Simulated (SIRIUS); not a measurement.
Ta: energy against volume and a worked fit

```xyz
1
Lattice="-1.6513 1.6513 1.6513 1.6513 -1.6513 1.6513 1.6513 1.6513 -1.6513" Properties=species:S:1:pos:R:3 pbc="T T T"
Ta    0.0000    0.0000    0.0000
```

The cell was scaled at fixed shape and fractions and run with SIRIUS, all-electron FP-LAPW, apw+lo standard; PW91, k mesh 11 × 11 × 11 on the cell of 1 atom, fermi-dirac occupations of 0.05 eV, no spin polarisation, no spin-orbit coupling. Energies are those that the program minimises, any entropy of the smearing included. For a metal such a mesh isn't converged to the digits shown.

```csv
V (Å³/atom),energy over the lowest row (meV/atom)
16.9297,60.67
17.2899,29.58
17.6501,?
18.0104,0.26
18.3706,0.00
18.7308,8.20
19.0910,23.47
```

Fit the third-order Birch-Murnaghan form, give V0, B0 and B′, and predict the energy left open.

With y = (V0/V)^(2/3), E = E0 + (9 V0 B0/16) [(y - 1)³ B′ + (y - 1)² (6 - 4y)]. Least squares through the rows shown give V0 = 18.1994 Å³/atom, E0 = -0.91 meV, B0 = 195.4 GPa (1 eV/Å³ = 160.218 GPa) and B′ = 4.44, with a largest miss of 0.13 meV, so B0 and B′ are loose. At V = 17.6501 the form with these constants gives 9.78 meV; the run gave 9.89 meV an atom. Measured modulus: 194 GPa (arxiv:1910.08312), so the fit lies +0.7 % from it. The runs are for a static lattice.
